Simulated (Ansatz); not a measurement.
# As (Pm-3m): equation of state with a fit, by script

Where is the equilibrium volume of As (Pm-3m), and how stiff is it? The task is an equation of state with a fit, for As (Pm-3m).

Program: the Python package of Ansatz 0.2.0. Level of theory: DFT PBE, plane waves, PAW. These are calculated values, not measurements.

## (1) The structure

The structure is cubic, space group Pm-3m (No. 221). The conventional cell has a = 2.704 Å, b = 2.704 Å, c = 2.704 Å, α = 90.00°, β = 90.00°, γ = 90.00°. Around As (site symmetry m-3m) lie 6 As at 2.70 Å.

The script holds or builds the structure itself.

## (2) Script

File run_eos.py:

```python
'''Bulk modulus of As from an E(V) curve.'''

import ansatz as az
import numpy as np
from scipy.optimize import curve_fit

vectors0 = np.array([
    [2.70368174, 0.0, 0.0],
    [0.0, 2.70368174, 0.0],
    [0.0, 0.0, 2.70368174],
])
sites = [
    ('As', (0.5, 0.5, 0.5)),
]


def build(cell):
    crystal = az.Crystal(lattice=az.Lattice.of(cell))
    for symbol, position in sites:
        crystal = crystal.atom(symbol, position)
    return crystal

def vinet(v, e0, v0, b0, b1):
    eta = (v / v0) ** (1 / 3)
    return e0 + 2 * b0 * v0 / (b1 - 1) ** 2 * (2 - (5 + 3 * b1 * (eta - 1) - 3 * eta) * np.exp(-1.5 * (b1 - 1) * (eta - 1)))


def main() -> None:
    # scale the volume, keep shape and fractions
    volumes, energies = [], []
    for scale in np.linspace(0.94, 1.06, 7):
        cell = vectors0 * scale ** (1 / 3)
        setup = (
            build(cell).calculation()
            .functional('PBE')
            .occupations('Marzari-Vanderbilt', width=0.15)
            .basis(500)
            .kpoints(9, 9, 9)
        )
        data = setup.run(threads=1).report
        volumes.append(abs(np.linalg.det(cell)) / len(sites))
        energies.append(data['free_energy_ev'] / len(sites))
        print(f'V = {volumes[-1]:8.4f} A^3/atom  F = {energies[-1]:.5f} eV/atom')

    guess = (min(energies), volumes[int(np.argmin(energies))], 0.5, 4.5)
    (e0, v0, b0, b1), _ = curve_fit(vinet, np.array(volumes), np.array(energies), p0=guess, maxfev=20000)
    print(f'Vinet fit: V0 = {v0:.4f} A^3/atom, B0 = {160.21766 * b0:.1f} GPa, B1 = {b1:.2f}')
    print('largest residual', round(1000 * float(np.abs(vinet(np.array(volumes), e0, v0, b0, b1) - energies).max()), 3), 'meV/atom')


if __name__ == '__main__':
    main()
```

## (3) The calls as engine input

The package turns the script's settings into the engine's input (first run):

```yaml
crystal:
  lattice:
    - [2.6484890748919185, 0.0, 0.0]
    - [0.0, 2.6484890748919185, 0.0]
    - [0.0, 0.0, 2.6484890748919185]
  atoms:
    - { symbol: As, position: [0.5, 0.5, 0.5] }
basis:
  ecutwfc: 500.0
kpoints:
  mp_grid:
    grid: [9, 9, 9]
hamiltonian:
  xc: pbe
scf:
  occupations:
    method: cold
    width: 0.15
```

## (4) The run

Run with:

```
$ python run_eos.py
```

**Question.** Where does the minimum lie against the volume typed, and how stiff is the crystal?

The runs gave:

| quantity | value |
| --- | --- |
| runs compared | 7 |
| range of energy | 38.05 meV/atom |
| lowest point, volume (Å³/atom) | 20.159 |
| equilibrium volume (fit) | 20.26 Å³/atom |
| bulk modulus (fit) | 73 GPa |

**Reading.** A third-order Birch-Murnaghan fit through the 7 points (the script's own form differs a little) has its minimum at 20.26 Å³ an atom, 2.5 % above the typed cell, with a bulk modulus of 73 GPa and dB/dP = 5.4. From that minimum the energy rises by 38.2 meV an atom on the compressed side and 4.9 meV on the expanded side. Caveats:
- For a metal this k-point mesh is coarse: on a finer one energies can move by several to tens of meV an atom and pressures by half a GPa or more, differences at one mesh by less.
- This isn't the structure that As takes at ambient conditions. Whether this is the phase that is stable at ambient conditions was not tested.
